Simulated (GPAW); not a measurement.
# PtS2 (P-3m1) in GPAW: equation of state

Aim: energy against volume of PtS2 in PBE, for its equilibrium volume and stiffness.

Program: GPAW 26.7.0. These are calculated values, not measurements. Logs are shortened: lines on timing, memory, paths and dates and some standing lists are left out, and cuts for length are marked. The log counts tension as positive stress, the text compression.

### Step 1. The structure

The structure is trigonal, space group P-3m1 (No. 164). The conventional cell has a = 3.543 Å, b = 3.543 Å, c = 5.039 Å, α = 90.00°, β = 90.00°, γ = 120.00°. Pt (site symmetry -3m) is surrounded by 6 S at 2.34 Å. S (site symmetry 3m) is surrounded by 3 Pt at 2.34 Å.

### Step 2. Equation of state, PBE

Input file run.py:

```python
from ase import Atoms
from ase.eos import EquationOfState
from ase.io import Trajectory
from ase.units import GPa
from gpaw import GPAW, PW

atoms = Atoms(['Pt', 'S', 'S'],
              cell=[[3.5432, 0.0, 0.0],
                    [-1.7716, 3.0685012107, 0.0],
                    [0.0, 0.0, 5.0388]],
              scaled_positions=[[0.0, 0.0, 0.0],
                                [0.6666666667, 0.3333333333, 0.773],
                                [0.3333333333, 0.6666666667, 0.227]],
              pbc=True)

traj = Trajectory('eos.traj', 'w')
volumes, energies = [], []
for x in [0.94, 0.96, 0.98, 1.0, 1.02, 1.04, 1.06]:
    a = atoms.copy()
    a.set_cell(atoms.cell * x**(1 / 3), scale_atoms=True)
    calc = GPAW(mode=PW(600),
                xc='PBE',
                kpts={'size': (9, 9, 5), 'gamma': True},
                occupations={'name': 'fermi-dirac', 'width': 0.05},
                nbands=26,
                convergence={'density': 1e-05, 'energy': 1e-05},
                maxiter=150,
                txt=f'eos-{x:.2f}.txt')
    a.calc = calc
    energies.append(a.get_potential_energy(force_consistent=True))
    volumes.append(a.get_volume())
    p = -a.get_stress()[:3].mean() / GPa
    calc.write(f'eos-{x:.2f}.gpw')
    traj.write(a)
    print(f'{x:.2f} {volumes[-1]:10.4f} A^3 {energies[-1]:14.6f} eV {p:9.3f} GPa', flush=True)

v0, e0, B = EquationOfState(volumes, energies, eos='birchmurnaghan').fit()
print(f'V0 = {v0:.4f} A^3, E0 = {e0:.6f} eV, B0 = {B / GPa:.2f} GPa')
```

Potentials or basis: GPAW PAW data sets (gpaw-data 1.2.1), pw.

Command:

```bash
$ OMP_NUM_THREADS=1 python run.py
```

The log of the run:

```text
__  _  _
 | _ |_)|_||  |
 |__||  | ||/\| - 26.7.0

Input parameters:
  mode=PW(ecut=600.0),
  convergence={'density': 1e-05, 'energy': 1e-05},
  kpts=MonkhorstPack(size=(9, 9, 5), gamma=True),
  maxiter=150,
  nbands=26,
  occupations=Occupations(name='fermi-dirac', width=0.05),
  xc=XC(name='PBE')

Diagonalizing LCAO Hamiltonian
Converting LCAO to pw mode

            S

         S

       Pt

Atoms  # Å, Bohr magnetons
|   | symbol |         x |        y |        z |    initial magnetic moments |
|---|--------|-----------|----------|----------|-----------------------------|
| 0 |     Pt |  0.000000 | 0.000000 | 0.000000 | ( 0.0000,  0.0000,  0.0000) |
| 1 |      S |  1.735435 | 1.001954 | 3.815480 | ( 0.0000,  0.0000,  0.0000) |
| 2 |      S | -0.000000 | 2.003907 | 1.120458 | ( 0.0000,  0.0000,  0.0000) |

Unit cell  # Å
| periodic |         x |        y |        z |  lengths |     angles |
|----------|-----------|----------|----------|----------|------------|
|      yes |  3.470870 | 0.000000 | 0.000000 | 3.470870 |  90.000000 |
|      yes | -1.735435 | 3.005861 | 0.000000 | 3.470870 |  90.000000 |
|      yes |  0.000000 | 0.000000 | 4.935938 | 4.935938 | 120.000000 |

Number of symmetries: 12
Symmetry operations  # r_c * U_cc + t_c -> r_c
|    | kind |            matrix            |
|----|------|------------------------------|
|  0 |  σ   |  1, 1, 0,  0,-1, 0,  0, 0, 1 |
|  1 |  S6  |  1, 1, 0, -1, 0, 0,  0, 0,-1 |
|  2 |  E   |  1, 0, 0,  0, 1, 0,  0, 0, 1 |
|  3 |  C2  |  1, 0, 0, -1,-1, 0,  0, 0,-1 |
|  4 |  C2  |  0, 1, 0,  1, 0, 0,  0, 0,-1 |
|  5 |  C3  |  0, 1, 0, -1,-1, 0,  0, 0, 1 |
|  6 |  S6  |  0,-1, 0,  1, 1, 0,  0, 0,-1 |
|  7 |  σ   |  0,-1, 0, -1, 0, 0,  0, 0, 1 |
|  8 |  σ   | -1, 0, 0,  1, 1, 0,  0, 0, 1 |
|  9 |  i   | -1, 0, 0,  0,-1, 0,  0, 0,-1 |
| 10 |  C3  | -1,-1, 0,  1, 0, 0,  0, 0, 1 |
| 11 |  C2  | -1,-1, 0,  0, 1, 0,  0, 0,-1 |

BZ-sampling:
  Number of BZ points: 405
  Number of IBZ points: 50

  Monkhorst-Pack size: [9, 9, 5]
  Monkhorst-Pack shift: [0, 0, 0]

K-points  # in reciprocal-cell coordinates
|     |                                coordinates |     weight |
|-----|--------------------------------------------|------------|
|   0 | (  0.00000000,   0.00000000,   0.00000000) | 0.00246914 |
|   1 | (  0.00000000,   0.00000000,   0.20000000) | 0.00493827 |
|   2 | (  0.00000000,   0.00000000,   0.40000000) | 0.00493827 |
|   3 | (  0.11111111,   0.00000000,  -0.40000000) | 0.01481481 |
|   4 | (  0.11111111,   0.00000000,  -0.20000000) | 0.01481481 |
|   5 | (  0.11111111,   0.00000000,   0.00000000) | 0.01481481 |
|   6 | (  0.11111111,   0.00000000,   0.20000000) | 0.01481481 |
|   7 | (  0.11111111,   0.00000000,   0.40000000) | 0.01481481 |
|   8 | (  0.22222222,  -0.11111111,   0.00000000) | 0.01481481 |
|   9 | (  0.22222222,  -0.11111111,   0.20000000) | 0.02962963 |
| ... |                                            |            |
|  49 | (  0.44444444,   0.44444444,   0.40000000) | 0.02962963 |

Plane wave coefficients: 1733
Cutoff: 600.0 eV

Spin-components: 1 (collinear spins)
Bands:           26
Projectors:      16
Spin-degeneracy: 2
Datatype:        complex128

Density:
  Valence electrons: 28.0
  Components: 1
  Grid points: [20 20 28]
  Charge: 0.0  # |e|

Potential:
  Grid points: [20 20 28]

species:
  Pt:
    name:    Platinum
    Z:       78.0
    valence: 16
    core:    62
    charge:  0.0  # [|e|]
    compensation charges:
      type: gauss
      rc: 0.41  # [Å]
      lmax: 2
    cutoffs:
      filter: 2.26  # [Å]
      core: 2.26  # [Å]
    projectors
    | kind |    occ | energy [eV] | rcut [Å] |
    |------|--------|-------------|----------|
    |   6s |  1.000 |      -5.628 |    1.307 |
    |   5p |  6.000 |     -56.051 |    1.371 |
    |   6p |  0.000 |      -0.845 |    1.371 |
    |   5d |  9.000 |      -6.153 |    1.307 |
    |    s |        |      21.583 |    1.307 |
    |    d |        |      21.058 |    1.307 |

    Using partial waves for Pt as LCAO basis

  S:
    name:    Sulfur
    Z:       16.0
    valence: 6
    core:    10
    charge:  0.0  # [|e|]
    compensation charges:
      type: gauss
      rc: 0.24  # [Å]
      lmax: 2
    cutoffs:
      filter: 1.77  # [Å]
      core: 1.66  # [Å]
    projectors
    | kind |    occ | energy [eV] | rcut [Å] |
    |------|--------|-------------|----------|
    |   3s |  2.000 |     -17.254 |    0.974 |
    |   3p |  4.000 |      -7.008 |    0.979 |
    |    s |        |       9.957 |    0.974 |
    |    p |        |      20.203 |    0.979 |
    |    d |        |       0.000 |    0.900 |

    Using partial waves for S as LCAO basis

Reference energy: -522090.602563  # eV

eigensolver:
  PPCG
  Converge bands: occupied
  niter=2

density mixing:
  MSR1-Mixer
  Pratt-step length: 0.05
  Maximum mixing coefficient: 0.75
  Old densities: 10
  SVD Regularization: 0.005
  Good broyden scale: 1.0
  Trust region scale: 1.0
  Backstep threshold: 4.0
  History deletion threshold: 6.0
  Fourier metric: weight=20.0, sigma=0.015

occupation numbers:
  Fermi-Dirac:
    width: 0.0500  # eV

poisson solver:
  ecut: 4800.0  # eV

xc functional:
  name: PBE with 2 nearest neighbor stencil

convergence criteria:
- Maximum integral of absolute [dens]ity change: 1e-05 electrons / valence electron
- Maximum [total energy] change in last 3 cyles: 1e-05 eV / valence electron
- Maximum integral of absolute [eigenst]ate change: 4e-08 eV^2 / valence electron
maximum number of iterations: 150

SCF iterations
|iter     | |      energy | eigst |  dens |
|---------|-|-------------|-------|-------|
|iter:   1| |  -16.709408 | +0.41 |       |
|iter:   2| |  -16.185765 | -1.67 | -1.05 |
|iter:   3| |  -15.171725 | -1.55 | -1.12 |
|iter:   4| |  -15.147011 | -3.17 | -1.62 |
|iter:   5| |  -15.133097 | -3.25 | -1.84 |
|iter:   6| |  -15.133165 | -4.69 | -2.79 |
|iter:   7| |  -15.133256c| -5.10 | -3.24 |
|iter:   8| |  -15.133261c| -6.35 | -3.95 |
|iter:   9| |  -15.133262c| -7.46c| -4.52 |
|iter:  10| |  -15.133262c| -8.15c| -5.33c|

Converged in 10 steps
Energy contributions relative to reference atoms: (reference = -522090.602563)

Energy contributions:
  Kinetic:          27.730017
  Coulomb:         -25.694294
  Zero:             -0.353483
  External:          0.000000
  Xc:              -16.815501
  Entropy:          -0.000003
  Spinorbit:         0.000000
  ----------------------------
  Free energy:     -15.133263
  Extrapolated:    -15.133262

dipole moment: (-6.032498, -10.448593, -17.157682)  # |e|*Ang

Fermi level: 8.865
Eigenvalues  # (at kpt = [0.000, 0.000, 0.000])
| band index |      eig [eV] | occ [0-2] |
|------------|---------------|-----------|
|          0 |       -45.859 |     2.000 |
|        ... |               |           |
|          6 |         0.749 |     2.000 |
|          7 |         0.892 |     2.000 |
|          8 |         3.953 |     2.000 |
|          9 |         3.953 |     2.000 |
|         10 |         6.419 |     2.000 |
|         11 |         7.150 |     2.000 |
|         12 |         7.150 |     2.000 |
|         13 |         8.156 |     2.000 |
|         14 |        10.954 |     0.000 |
|         15 |        10.954 |     0.000 |
|         16 |        13.039 |     0.000 |
|         17 |        14.633 |     0.000 |
|         18 |        16.172 |     0.000 |
|         19 |        16.172 |     0.000 |
|         20 |        20.615 |     0.000 |
|         21 |        21.067 |     0.000 |
|        ... |               |           |
|         25 |        22.382 |     0.000 |

Gap: 1.056 eV
Transition (v -> c):
  (s=0, k=12, n=13, [0.22, 0.00, -0.20]) -> (s=0, k=22, n=14, [0.33, 0.00, -0.20])
Direct/indirect transitions are different
Direct gap: 1.104 eV
Transition at: (s=0, k=12, n=13, [0.22, 0.00, -0.20])

Stress tensor  # eV/Ang^3
|         x |         y |         z |
|-----------|-----------|-----------|
| -0.166931 |  0.000000 |  0.000000 |
|  0.000000 | -0.166931 |  0.000000 |
|  0.000000 |  0.000000 | -0.120701 |

# Writing to eos-0.94.gpw (mode='')
```

Run time: 4.5 min. Hardware: 1 thread of Arm Neoverse V2, shared host; peak memory 0.31 GiB.

Results:

```yaml
Equilibrium_volume: "19.77 Å³/atom (rough: see the caveat)"
Bulk_modulus_at_fixed_shape_and_positions: 123 GPa (rough)
```

Energy against volume, from the lowest point:
| volume (Å³/atom) | energy (meV/atom) |
| --- | --- |
| 17.165 | 169.63 |
| 17.531 | 119.49 |
| 17.896 | 79.36 |
| 18.261 | 48.22 |
| 18.626 | 25.15 |
| 18.992 | 9.32 |
| 19.357 | 0.00 |

Caveat: the minimum lies outside the volumes run; the cell was scaled at fixed shape and fractional positions, which overstates the stiffness of a crystal with free parameters, most of all of layers and chains.
